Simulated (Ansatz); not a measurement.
**HfO2: one candidate structure**

Where does HfO2 go from the start given, Cr2B type (I4/mcm, No. 140)?

Computed with Ansatz 0.2.0 (DFT PBE, scalar-relativistic, plane waves, PAW, unless a step's input says otherwise).

**1. The structure to begin with**

It takes space group I4/mcm (No. 140, tetragonal). Conventional cell: a = 5.488 Å, b = 5.488 Å, c = 4.568 Å, α = 90.00°, β = 90.00°, γ = 90.00°. Hf (site symmetry 422) is surrounded by 2 Hf at 2.28 Å and 8 O at 2.34 Å. O (site symmetry m2m) is surrounded by 4 Hf at 2.34 Å.

Coordinates:

```cif
data_structure
_symmetry_space_group_name_H-M 'P 1'
_symmetry_Int_Tables_number 1
_cell_length_a 4.5030
_cell_length_b 4.5030
_cell_length_c 4.5030
_cell_angle_alpha 104.910
_cell_angle_beta 104.910
_cell_angle_gamma 119.038
_cell_volume 68.80
loop_
_atom_site_label
_atom_site_type_symbol
_atom_site_fract_x
_atom_site_fract_y
_atom_site_fract_z
_atom_site_occupancy
Hf1 Hf 0.25000 0.25000 0.00000 1
Hf2 Hf 0.75000 0.75000 0.00000 1
O1 O 0.66700 0.16700 0.83400 1
O2 O 0.16700 0.33300 0.50000 1
O3 O 0.33300 0.83300 0.16600 1
O4 O 0.83300 0.66700 0.50000 1
```

This is candidate A: Cr2B type (I4/mcm, No. 140).

**2. Quick check of gap, pressure and forces (candidate A)**

Input file input.yaml:

```yaml
crystal:
  lattice:
    - [-2.7440448001, 2.7440448001, 2.284146067]
    - [2.7440448001, -2.7440448001, 2.284146067]
    - [2.7440448001, 2.7440448001, -2.284146067]
  atoms:
    - { symbol: Hf, position: [0.25, 0.25, 0.0] }
    - { symbol: Hf, position: [0.75, 0.75, 0.0] }
    - { symbol: O, position: [0.667, 0.167, 0.834] }
    - { symbol: O, position: [0.167, 0.333, 0.5] }
    - { symbol: O, position: [0.333, 0.833, 0.166] }
    - { symbol: O, position: [0.833, 0.667, 0.5] }
basis:
  ecutwfc: 420
kpoints:
  mp_grid: { grid: [6, 6, 6] }
hamiltonian:
  xc: pbe
scf:
  occupations: { method: gaussian, width: 0.1 }
  lower_state_search: "off"
output:
  forces: true
  stress: true
  eigenvalues: true
```

The run is started by

```sh
$ ansatz run input.yaml --threads 1 --pin off --max-ram 2560MiB --backend cpu --events-out ev --progress --plain --runs-dir out
```

The program printed (excerpt; [...] marks lines left out):

```text
[...]
SCF converged after 7 iterations
Free energy (F): -33710.842828 eV
[...]
E sigma→0 (E₀):  -33710.823475 eV
Entropy (-TS):   -0.038708 eV (-6.451 meV/atom)
Fermi energy:    14.119014 eV
[...]
--- Forces (eV/Å), atoms counted from 1 ---
  atom   1  Hf    -0.00000000     0.00000000     0.00000000
  atom   2  Hf    -0.00000000     0.00000000     0.00000000
  atom   3  O      1.05940547     1.05940547     0.00000000
  atom   4  O     -1.05940547     1.05940547    -0.00000000
  atom   5  O     -1.05940547    -1.05940547     0.00000000
  atom   6  O      1.05940547    -1.05940547    -0.00000000
[...]
--- Stress (GPa, compression-positive) ---
      -48.398641       0.000000       0.000000
        0.000000     -48.398641       0.000000
        0.000000       0.000000      97.160659
  P = ⅓ Tr σ = 0.1211 GPa (1.211 kbar)
--- Band table (eV; the first three rows and the last of 30) ---
[...]
```

Run time: 8.8 s. Hardware: 1 thread of Intel Xeon Platinum 8259CL at 2.50GHz (Skylake/Cascade Lake), shared host; peak memory 0.45 GiB.

Read-out: pressure 0.1 GPa, largest force 1.50 eV/Å, gap on this mesh none (metal). Stress or forces are large, so a loose relaxation on a coarse mesh comes first.

**3. Coarse relaxation (candidate A)**

Edit input.yaml of step 2 so:

```diff
@@ -25 +25,6 @@
   eigenvalues: true
+relax:
+  adjacent_minimum: "off"
+  f_tol: 0.04
+  max_steps: 70
+  cell: { stress_tol: 0.4 }
```

The run is started by

```sh
$ ansatz run input.yaml --threads 1 --pin off --max-ram 2560MiB --backend cpu --events-out ev --progress --plain --runs-dir out
```

The program printed:

```text
Warning: RAYON_NUM_THREADS=1 ignored (pool sized by the plan → 1); use --threads N
Engine: ansatz 0.2.0, x86_64-unknown-linux-gnu
Pseudopotentials: kind: paw
Pseudopotential: Hf, paw, valence charge 26, recommended cutoff 420 eV (normal), Hf.paw.azcp
Pseudopotential: O, paw, valence charge 6, recommended cutoff 420 eV (normal), O.paw.azcp
Functional definition: PBE
  parameter kappa = 0.804
  parameter beta = 0.06672455060314922
  exchange = pbe_x(kappa = kappa, mu = beta*pi^2/3)
  correlation = pbe_c(beta = beta)
Crystal: 6 atoms, lattice volume = 68.796 Å³
Basis set: ecut = 420 eV, 1343 PW (Γ), exchange–correlation on 64×64×64 points (8 copies of the dense FFT grid, shifted against one another)
Bands: 46, of which v1, the nominal top of the filled ones, is band 38 counted from 1 (37 counted from 0)
Symmetry: 16 space group operations
Space group: I4/mcm (ITA 140), of the structure as read, at distance tolerance 4.1e-5 Å
k-points: 30 of 216
Non-local potential: Hf, projectors of the file, l = 0: 3, l = 1: 2, l = 2: 2, l = 3: 3
Non-local potential: O, projectors of the file, l = 0: 2, l = 1: 2, l = 2: 1
PAW form: soft (Blöchl's): semilocal exchange-correlation on the pseudo side does not see the compensation charge
PAW one-centre angular grid: Hf, 590 points (default); XC on 64 Gauss nodes
PAW one-centre angular grid: O, 110 points (default); XC on 64 Gauss nodes
Initial density: superposition of atomic densities (neutral atoms: chi_scale 0, normalization atom), corrected by the library's trained network
Initial wavefunctions: pseudopotential atomic-orbital guess
Functional: x = pbe(κ = 0.804, μ = 0.2195149727645171), c = pbe(β = 0.06672455060314922)
SCF iter   1: F=—  HF=-33710.868363 eV  |F-HF|=—  |Δ(HF+E_count)|=         —  Δρ=1.44e-2  dr2=8.03e-2  ethr=1.77e-3  ⟨swp⟩=5.4  Hψ=4993  notcnv=0  defer=8
preconditioner: auto → LDOS  [metal: Δε(μ)=0.025 eV  Ē_g=17.075 eV  σ=0.100 eV  W_gap=0.14  n_scr=18 (ndim 8)  ℏωp=38.0 eV  f_vac=0.028  D(μ)=6.71/eV (n_scr^D=70)  β→1.0]
SCF iter   2: F=—  HF=-33710.846544 eV  |F-HF|=—  |Δ(HF+E_count)|=   2.18e-2  Δρ=7.79e-3  dr2=1.39e-2  ethr=1.06e-4  ⟨swp⟩=2.1  Hψ=2989  notcnv=0  defer=58
SCF iter   3: F=—  HF=-33710.844082 eV  |F-HF|=—  |Δ(HF+E_count)|=   2.46e-3  Δρ=1.25e-3  dr2=8.57e-4  ethr=1.83e-5  ⟨swp⟩=2.7  Hψ=2539  notcnv=0  defer=58
SCF iter   4: F=—  HF=-33710.842835 eV  |F-HF|=—  |Δ(HF+E_count)|=   1.25e-3  Δρ=5.93e-4  dr2=1.80e-4  ethr=1.13e-6  ⟨swp⟩=3.3  Hψ=2823  notcnv=0  defer=58
SCF iter   5: F=—  HF=-33710.842869 eV  |F-HF|=—  |Δ(HF+E_count)|=   3.41e-5  Δρ=1.88e-4  dr2=1.13e-5  ethr=2.36e-7  ⟨swp⟩=2.5  Hψ=2169  notcnv=0  defer=58
SCF iter   6: F=—  HF=-33710.842828 eV  |F-HF|=—  |Δ(HF+E_count)|=   4.07e-5  Δρ=5.57e-5  dr2=1.64e-6  ethr=1.49e-8  ⟨swp⟩=2.6  Hψ=2537  notcnv=0  defer=58
SCF iter   7: F=-33710.842828 eV  HF=-33710.842828 eV  |F-HF|=6.55e-10  |Δ(HF+E_count)|=   3.61e-7  Δρ=7.69e-6  dr2=2.15e-8  ethr=1.32e-10  ⟨swp⟩=11.5  Hψ=8711  notcnv=0
SCF 1 converged in 7 iterations: F = -33710.842828 eV  dr2 = 2.15e-8
relax step   1: F+E_penalty+E_count = -33710.84282840 eV  Δ(F+E_penalty+E_count) = +0.000e0 eV  max|allowed force component| = 1.059e0 eV/Å  Δτ_max = 0.0000 Å  P = +0.121 GPa  Ω = 68.796 Å³  (7 SCF iters, dr2 threshold 1.00e-7 eV, accepted)
Crystal: 6 atoms, lattice volume = 68.448 Å³
Basis set: ecut = 420 eV, 1353 PW (Γ), exchange–correlation on 64×64×64 points (8 copies of the dense FFT grid, shifted against one another)
Initial density: handed on by an earlier stage of this run
Initial wavefunctions: those handed on with the density
iter 1 solved again at ethr=1.49e-3 eV; its pass at ethr=3.10e-3 eV (dr2=1.13e0 eV) is discarded
SCF iter   1: F=—  HF=-33713.939528 eV  |F-HF|=—  |Δ(HF+E_count)|=         —  Δρ=3.56e-2  dr2=1.14e0  ethr=1.49e-3  ⟨swp⟩=1.8  Hψ=7446  notcnv=0
preconditioner: auto → LDOS  [metal: Δε(μ)=0.013 eV  Ē_g=17.389 eV  σ=0.100 eV  W_gap=0.08  n_scr=18 (ndim 8)  ℏωp=38.1 eV  f_vac=0.023  D(μ)=5.10/eV (n_scr^D=54)  β→1.0]
SCF iter   2: F=—  HF=-33713.800273 eV  |F-HF|=—  |Δ(HF+E_count)|=   1.39e-1  Δρ=2.36e-2  dr2=3.94e-1  ethr=1.49e-3  ⟨swp⟩=3.2  Hψ=2566  notcnv=0  defer=1
SCF iter   3: F=—  HF=-33713.746127 eV  |F-HF|=—  |Δ(HF+E_count)|=   5.41e-2  Δρ=3.69e-3  dr2=1.17e-2  ethr=5.18e-4  ⟨swp⟩=2.1  Hψ=2076  notcnv=0  defer=51
SCF iter   4: F=—  HF=-33713.745310 eV  |F-HF|=—  |Δ(HF+E_count)|=   8.17e-4  Δρ=8.55e-4  dr2=3.00e-4  ethr=1.54e-5  ⟨swp⟩=2.0  Hψ=2278  notcnv=0  defer=54
SCF iter   5: F=—  HF=-33713.744723 eV  |F-HF|=—  |Δ(HF+E_count)|=   5.87e-4  Δρ=3.87e-4  dr2=4.00e-5  ethr=3.94e-7  ⟨swp⟩=2.0  Hψ=2471  notcnv=0  defer=54
SCF iter   6: F=—  HF=-33713.744737 eV  |F-HF|=—  |Δ(HF+E_count)|=   1.38e-5  Δρ=1.43e-4  dr2=8.11e-6  ethr=5.27e-8  ⟨swp⟩=2.0  Hψ=2447  notcnv=0  defer=54
SCF iter   7: F=-33713.744738 eV  HF=-33713.744738 eV  |F-HF|=7.98e-8  |Δ(HF+E_count)|=   7.26e-7  Δρ=1.94e-5  dr2=9.28e-8  ethr=7.89e-10  ⟨swp⟩=8.9  Hψ=7352  notcnv=0
the search or the solves at the SCF's close seem to have found levels that the self-consistency loop had missed (the run counts 1). By its estimate they hold under 1e-12 electrons; where the run keeps them, the occupations were computed again with them
SCF 2 converged in 7 iterations: F = -33713.744738 eV  dr2 = 9.28e-8
relax step   2: F+E_penalty+E_count = -33713.74473789 eV  Δ(F+E_penalty+E_count) = -2.902e0 eV  max|allowed force component| = 9.595e-1 eV/Å  Δτ_max = 0.0307 Å  P = -4.814 GPa  Ω = 68.448 Å³  energy of the carried Pulay correction = +1.650e-3 eV  (7 SCF iters, dr2 threshold 6.00e-7 eV, accepted)
Crystal: 6 atoms, lattice volume = 65.645 Å³
Basis set: ecut = 420 eV, 1273 PW (Γ), exchange–correlation on 64×64×64 points (8 copies of the dense FFT grid, shifted against one another)
iter 1 solved again at ethr=1.51e-3 eV; its pass at ethr=3.10e-3 eV (dr2=1.14e0 eV) is discarded
SCF iter   1: F=—  HF=-33716.727563 eV  |F-HF|=—  |Δ(HF+E_count)|=         —  Δρ=4.01e-2  dr2=1.15e0  ethr=1.51e-3  ⟨swp⟩=1.9  Hψ=7978  notcnv=0
preconditioner: auto → Kerker (q_TF=auto, 2.796 Å⁻¹)  [metal: Δε(μ)=0.049 eV  Ē_g=17.770 eV  σ=0.100 eV  W_gap=0.27  n_scr=18 (ndim 8)  ℏωp=38.9 eV  f_vac=0.020  D(μ)=0.90/eV (n_scr^D=0)]
SCF iter   2: F=—  HF=-33716.545066 eV  |F-HF|=—  |Δ(HF+E_count)|=   1.82e-1  Δρ=1.34e-2  dr2=6.37e-2  ethr=1.51e-3  ⟨swp⟩=2.7  Hψ=2220  notcnv=0
preconditioner: auto → LDOS  [metal: Δε(μ)=0.091 eV  Ē_g=17.755 eV  σ=0.100 eV  W_gap=0.46  n_scr=18 (ndim 8)  ℏωp=38.9 eV  f_vac=0.023  D(μ)=2.92/eV (n_scr^D=18)  β→1.0]
SCF iter   3: F=—  HF=-33716.531695 eV  |F-HF|=—  |Δ(HF+E_count)|=   1.34e-2  Δρ=4.19e-3  dr2=1.14e-2  ethr=8.38e-5  ⟨swp⟩=2.2  Hψ=2845  notcnv=0  defer=22
SCF iter   4: F=—  HF=-33716.529709 eV  |F-HF|=—  |Δ(HF+E_count)|=   1.99e-3  Δρ=1.88e-3  dr2=1.37e-3  ethr=1.50e-5  ⟨swp⟩=2.0  Hψ=2438  notcnv=0  defer=22
SCF iter   5: F=—  HF=-33716.529079 eV  |F-HF|=—  |Δ(HF+E_count)|=   6.30e-4  Δρ=6.17e-4  dr2=1.69e-4  ethr=1.81e-6  ⟨swp⟩=2.1  Hψ=2497  notcnv=0  defer=22
SCF iter   6: F=—  HF=-33716.529075 eV  |F-HF|=—  |Δ(HF+E_count)|=   4.52e-6  Δρ=1.88e-4  dr2=1.64e-5  ethr=2.22e-7  ⟨swp⟩=2.2  Hψ=2374  notcnv=0  defer=22
SCF iter   7: F=-33716.529078 eV  HF=-33716.529078 eV  |F-HF|=1.30e-7  |Δ(HF+E_count)|=   2.92e-6  Δρ=2.21e-5  dr2=1.40e-7  ethr=7.89e-10  ⟨swp⟩=8.9  Hψ=9041  notcnv=0
SCF 3 converged in 7 iterations: F = -33716.529078 eV  dr2 = 1.40e-7
relax step   3: F+E_penalty+E_count = -33716.52907783 eV  Δ(F+E_penalty+E_count) = -2.784e0 eV  max|allowed force component| = 8.154e-1 eV/Å  Δτ_max = 0.0461 Å  P = -1.082 GPa  Ω = 65.645 Å³  energy of the carried Pulay correction = +1.524e-2 eV  (7 SCF iters, dr2 threshold 6.00e-7 eV, accepted)
[... from here on, the SCF cycles and remarks between the steps are left out ...]
relax step   4: F+E_penalty+E_count = -33718.16045009 eV  Δ(F+E_penalty+E_count) = -1.631e0 eV  max|allowed force component| = 5.776e-1 eV/Å  Δτ_max = 0.0590 Å  P = +4.049 GPa  Ω = 63.608 Å³  energy of the carried Pulay correction = +2.547e-2 eV  (8 SCF iters, dr2 threshold 6.00e-7 eV, accepted)
relax step   5: F+E_penalty+E_count = -33718.67503936 eV  Δ(F+E_penalty+E_count) = -5.146e-1 eV  max|allowed force component| = 1.693e-1 eV/Å  Δτ_max = 0.0998 Å  P = +2.520 GPa  Ω = 63.985 Å³  energy of the carried Pulay correction = +2.355e-2 eV  (7 SCF iters, dr2 threshold 6.00e-7 eV, accepted)
relax step   6: F+E_penalty+E_count = -33718.69917804 eV  Δ(F+E_penalty+E_count) = -2.414e-2 eV  max|allowed force component| = 9.558e-2 eV/Å  Δτ_max = 0.0382 Å  P = -1.309 GPa  Ω = 65.240 Å³  energy of the carried Pulay correction = +1.724e-2 eV  (7 SCF iters, dr2 threshold 6.00e-7 eV, accepted)
relax step   7: F+E_penalty+E_count = -33718.70772316 eV  Δ(F+E_penalty+E_count) = -8.545e-3 eV  max|allowed force component| = 9.297e-3 eV/Å  Δτ_max = 0.0307 Å  P = +0.203 GPa  Ω = 65.184 Å³  energy of the carried Pulay correction = +1.752e-2 eV  (6 SCF iters, dr2 threshold 6.00e-7 eV, accepted)
relax step   8: F+E_penalty+E_count = -33718.70779157 eV  Δ(F+E_penalty+E_count) = -6.841e-5 eV  max|allowed force component| = 2.019e-4 eV/Å  Δτ_max = 0.0047 Å  P = -0.003 GPa  Ω = 65.245 Å³  energy of the carried Pulay correction = +1.722e-2 eV  (4 SCF iters, dr2 threshold 6.00e-7 eV, accepted)
relax step   9: F+E_penalty+E_count = -33718.92527099 eV  Δ(F+E_penalty+E_count) = -2.175e-1 eV  max|allowed force component| = 2.313e-3 eV/Å  Δτ_max = 0.0000 Å  P = +3.310 GPa  Ω = 65.245 Å³  stress off target by 9.16e0 GPa  SCF on the basis re-selected at this cell (its energy is not comparable with the rows above)  (7 SCF iters)
relax step  10: F+E_penalty+E_count = -33718.94434488 eV  Δ(F+E_penalty+E_count) = -1.907e-2 eV  max|allowed force component| = 8.012e-4 eV/Å  Δτ_max = 0.0122 Å  P = +0.504 GPa  Ω = 65.985 Å³  energy of the carried Pulay correction = -3.690e-3 eV  (6 SCF iters, dr2 threshold 6.00e-7 eV, accepted)
relax step  11: F+E_penalty+E_count = -33718.94418976 eV  Δ(F+E_penalty+E_count) = +1.551e-4 eV  max|allowed force component| = 7.710e-4 eV/Å  Δτ_max = 0.0021 Å  P = -0.005 GPa  Ω = 66.123 Å³  energy of the carried Pulay correction = -4.374e-3 eV  (4 SCF iters, dr2 threshold 6.00e-7 eV, accepted)
iter 1 solved again at ethr=9.85e-8 eV; its pass at ethr=3.10e-3 eV (dr2=7.49e-5 eV) is discarded
SCF iter   1: F=—  HF=-33718.949133 eV  |F-HF|=—  |Δ(HF+E_count)|=         —  Δρ=1.66e-4  dr2=2.65e-6  ethr=9.85e-8  ⟨swp⟩=3.9  Hψ=8467  notcnv=0
preconditioner: auto → Resta (q_TF=auto, 2.792 Å⁻¹)  ε∞=5.7  [insulator: Δε(μ)=0.168 eV  Ē_g=17.879 eV  σ=0.100 eV  W_gap=0.73  n_scr=18 (ndim 8)  ℏωp=38.7 eV  f_vac=0.055  D(μ)=0.16/eV (n_scr^D=0)  ε∞_Penn≈5.7]
SCF iter   2: F=—  HF=-33718.949141 eV  |F-HF|=—  |Δ(HF+E_count)|=   7.97e-6  Δρ=8.53e-5  dr2=1.16e-6  ethr=3.49e-9  ⟨swp⟩=2.1  Hψ=2414  notcnv=0
SCF iter   3: F=—  HF=-33718.949145 eV  |F-HF|=—  |Δ(HF+E_count)|=   3.69e-6  Δρ=3.65e-5  dr2=2.03e-7  ethr=1.52e-9  ⟨swp⟩=3.0  Hψ=2517  notcnv=0
SCF iter   4: F=—  HF=-33718.949146 eV  |F-HF|=—  |Δ(HF+E_count)|=   6.75e-7  Δρ=4.83e-6  dr2=2.06e-8  ethr=2.68e-10  ⟨swp⟩=2.0  Hψ=2288  notcnv=0
SCF iter   5: F=—  HF=-33718.949146 eV  |F-HF|=—  |Δ(HF+E_count)|=   8.23e-9  Δρ=2.81e-6  dr2=7.66e-9  ethr=2.72e-11  ⟨swp⟩=2.0  Hψ=2436  notcnv=0
SCF iter   6: F=-33718.949146 eV  HF=-33718.949146 eV  |F-HF|=2.33e-10  |Δ(HF+E_count)|=   2.01e-9  Δρ=6.06e-7  dr2=2.23e-10  ethr=5.05e-12  ⟨swp⟩=5.1  Hψ=5364  notcnv=0
SCF 12 converged in 6 iterations: F = -33718.949146 eV  dr2 = 2.23e-10
relax step  12: F+E_penalty+E_count = -33718.94914561 eV  Δ(F+E_penalty+E_count) = -4.956e-3 eV  max|allowed force component| = 1.020e-3 eV/Å  Δτ_max = 0.0000 Å  P = +0.112 GPa  Ω = 66.123 Å³  stress off target by 1.53e-1 GPa  SCF on the basis re-selected at this cell (its energy is not comparable with the rows above)  (6 SCF iters)
basis re-selected at this cell: Δ(F+E_penalty+E_count) = -4.956e-3 eV, ΔP = +0.117 GPa vs the last step (what re-selecting the basis moved, of the pressure what is left beyond the Pulay correction that the steps carried, after the strain that the cell walked since its last selection, with what the two solves' SCF thresholds leave and, on support functions, any second-order correction that the steps lacked; it is no measure of the basis error at this ecutwfc). This SCF's stress stands 1.53e-1 GPa from its target on what of the cell is left free (relax.cell.stress_tol is 4.00e-1 GPa) and its largest allowed force component is 1.02e-3 eV/Å (relax.f_tol is 4.00e-2 eV/Å): within both
SCF converged after 6 iterations
Free energy (F): -33718.949146 eV
Harris-Foulkes:  -33718.949146 eV  (|F-HF|=2.33e-10)
Internal energy: -33718.948364 eV  (E = F + TS)
E sigma→0 (E₀):  -33718.948755 eV
Entropy (-TS):   -0.000781 eV (-0.130 meV/atom)
Fermi energy:    16.373618 eV
--- Per-component energies (eV) ---
  E_band       = 54.089001
  E_kinetic    = 1540.607178
  E_local      = -11930.729388  (includes V_loc(G=0)·N_el)
  E_nonlocal   = -2294.802871
  E_hartree    = 5468.121419
  E_xc         = -894.428966
  E_vxc        = -908.306486  (∫ρ·V_xc dr)
  E_paw        = -14484.594898  (= ΣΔE_a)
  E_vpaw       = 2711.067086  (= ΣTr[D̂ρ^β])
  E_aug_tail   = 0.009785  (compensation charges beyond the density's cutoff)
  E_ewald      = -11123.130623
  E_smearing   = -0.000781  (= −TS)
  E_closure    = 0.000000  (closes the sum)
  Σ components = -33718.949146   (vs F -33718.949146, Δ=0.00e0)
--- Forces (eV/Å), atoms counted from 1 ---
  atom   1  Hf     0.00000000     0.00000000     0.00000000
  atom   2  Hf    -0.00000000     0.00000000     0.00000000
  atom   3  O      0.00102005     0.00102005     0.00000000
  atom   4  O     -0.00102005     0.00102005    -0.00000000
  atom   5  O     -0.00102005    -0.00102005     0.00000000
  atom   6  O      0.00102005    -0.00102005    -0.00000000
  max |Σ_I F_I| component: 1.39e-17 eV/Å
--- Stress (GPa, compression-positive) ---
        0.091792       0.000000       0.000000
        0.000000       0.091792      -0.000000
       -0.000000      -0.000000       0.152872
  P = ⅓ Tr σ = 0.1122 GPa (1.122 kbar)
--- Band table (eV; the first three rows and the last of 30) ---
  k-point 0: bands = ["-45.9723", "-45.8507", "-15.4320", "-14.5414", "-14.5414", "-14.5264", "-14.5264", "-14.0512", "-3.0265", "-1.4641", "-1.4641", "-0.8591", "4.1163", "4.1163", "4.1176", "4.1750", "4.1923", "4.1982", "4.2105", "4.2144", "4.2144", "4.2259", "4.2259", "4.2323", "4.2323", "4.2356", "11.7321", "11.9228", "12.1088", "12.1088", "12.6123", "12.6123", "13.5982", "14.0267", "14.3405", "14.6695", "15.7911", "15.7911", "16.6377", "18.8222", "20.6521", "20.8334", "21.2300", "21.2300", "21.2447", "21.4773"]
  k-point 1: bands = ["-45.9705", "-45.8524", "-15.4542", "-14.6266", "-14.5365", "-14.5308", "-14.4752", "-14.0450", "-2.7893", "-1.5238", "-1.2943", "-0.8521", "4.1163", "4.1202", "4.1241", "4.1888", "4.1965", "4.1993", "4.2103", "4.2169", "4.2199", "4.2254", "4.2315", "4.2317", "4.2340", "4.2348", "11.5498", "11.6019", "11.9227", "12.0854", "12.2032", "12.5071", "13.5276", "13.9524", "14.0933", "14.6918", "15.3199", "15.5626", "16.5202", "18.8364", "20.6233", "20.7963", "21.3782", "21.3944", "21.8356", "22.1466"]
  k-point 2: bands = ["-45.9668", "-45.8557", "-15.4978", "-14.7908", "-14.5396", "-14.5265", "-14.3711", "-14.0324", "-2.2552", "-1.6284", "-0.9354", "-0.9143", "4.1174", "4.1229", "4.1476", "4.1971", "4.2006", "4.2053", "4.2220", "4.2252", "4.2289", "4.2308", "4.2312", "4.2331", "4.2411", "4.2485", "10.7753", "10.8091", "10.8590", "12.3526", "12.3648", "13.0096", "13.0657", "13.5123", "13.7806", "14.0882", "14.8480", "15.4714", "16.6212", "19.4115", "21.0758", "21.1186", "21.5044", "21.5606", "21.9450", "23.6213"]
  k-point 29: bands = ["-45.9577", "-45.8640", "-15.6104", "-14.8424", "-14.8424", "-14.3323", "-14.3323", "-14.0015", "-1.3772", "-0.8489", "-0.8489", "-0.3740", "4.1450", "4.1627", "4.1627", "4.2009", "4.2208", "4.2208", "4.2261", "4.2396", "4.2404", "4.2454", "4.2454", "4.2490", "4.2490", "4.3647", "8.4114", "9.3375", "9.9169", "9.9169", "10.3289", "10.7844", "12.9766", "12.9766", "13.8637", "15.7680", "15.7680", "16.3175", "18.6777", "20.8768", "21.1405", "23.1287", "23.7704", "23.9897", "24.4327", "24.4327"]
--- Relaxed structure (10 steps of the walk, 10 accepted, 2 SCFs on fresh bases) ---
  F+E_penalty+E_count = -33718.94914561 eV   max|allowed force component| = 1.020e-3 eV/Å   (the final SCF, on the basis selected at the relaxed cell)
  cell:  # Å, volume = 66.1230 Å³
    - [-2.440375400395472, 2.440375400395472, 2.775744078916014]
    - [2.440375400395472, -2.440375400395472, 2.775744078916014]
    - [2.440375400395472, 2.440375400395472, -2.775744078916014]
  atoms:
    - { symbol: Hf, position: [0.25, 0.25, 1.4158142697226167e-18] }
    - { symbol: Hf, position: [0.75, 0.75, 1.4158142697226164e-18] }
    - { symbol: O, position: [0.7086803855001161, 0.208680385500116, 0.917360771000232] }
    - { symbol: O, position: [0.2086803855001159, 0.2913196144998841, 0.5] }
    - { symbol: O, position: [0.2913196144998841, 0.791319614499884, 0.08263922899976808] }
    - { symbol: O, position: [0.791319614499884, 0.708680385500116, 0.49999999999999994] }
```

Wall time 96 s (1 thread of Intel Xeon Platinum 8259CL at 2.50GHz (Skylake/Cascade Lake), shared host); peak memory 0.46 GiB.

Step by step:

```
step  energy from step 1 (eV/cell)  largest force component (eV/Å)  pressure (GPa)  volume (Å³)
   1                        0.0000                          1.0594            0.12        68.80
   2                       -2.9019                          0.9595           -4.81        68.45
   3                       -5.6862                          0.8154           -1.08        65.64
   4                       -7.3176                          0.5776            4.05        63.61
   5                       -7.8322                          0.1693            2.52        63.98
   6                       -7.8564                          0.0956           -1.31        65.24
   7                       -7.8649                          0.0093            0.20        65.18
   8                       -7.8650                          0.0002            0.00        65.25
   9                       -8.0824                          0.0023            3.31        65.25
  10                       -8.1015                          0.0008            0.50        65.99
  11                       -8.1014                          0.0008            0.00        66.12
  12                       -8.1063                          0.0010            0.11        66.12
```

Step 1 is the start. Steps 9, 12 each repeat the geometry before them on a plane-wave basis chosen anew, so the energy can jump there without any move.

Lengths and angles in the start's conventional setting:

|  | before | after | change |
| --- | --- | --- | --- |
| a (Å) | 5.488 | 4.881 | -11.1 % |
| b (Å) | 5.488 | 4.881 | -11.1 % |
| c (Å) | 4.568 | 5.551 | +21.5 % |
| volume (Å³/atom) | 11.47 | 11.02 | -3.9 % |
| shortest distance (Å) | 2.284 | 2.233 | -2.2 % |
| space group (0.01 Å) | I4/mcm | I4/mcm | same |

Forces and stress were held to the start's 16 operations: a distortion of lower symmetry was not tested.

[end of part 1 of 2]
